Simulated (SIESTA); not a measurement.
The system is CaF2 (Fluorite).

```
Ca F
1.0
     0.00000    2.73100    2.73100
     2.73100    0.00000    2.73100
     2.73100    2.73100    0.00000
Ca F
1 2
Direct
  0.00000 0.00000 0.00000
  0.75000 0.75000 0.75000
  0.25000 0.25000 0.25000
```

Base run:

- Program: SIESTA 5.4.2
- Functional: PBE
- Potentials or basis: PseudoDojo 0.4 standard (PBE files)
- Basis: SZP (energy shift 0.003 Ry; d shell added on Ca)
- Grid cutoff: 800 Ry
- Energy shift: 0.003 Ry
- k mesh: 8 × 8 × 8
- Occupations: fermi-dirac, width 0.05 eV
- Spin: no spin polarisation

Its results: band gap on the k mesh 7.01 eV, indirect (least direct gap 7.26 eV); pressure 2.1 GPa.

Task: The run is repeated on the same cell with these changes: basis from SZP (energy shift 0.003 Ry; d shell added on Ca) to TZDP (energy shift 0.003 Ry; two zetas on semicore shells; d shell added on Ca). What comes out?

Result: Band gap on the k mesh 7.30 eV, indirect (least direct gap 7.55 eV); pressure 2.0 GPa.

Caveats: the basis of atomic orbitals isn't converged, which shifts pressures, moduli and gaps.

A k mesh can miss the band edges.
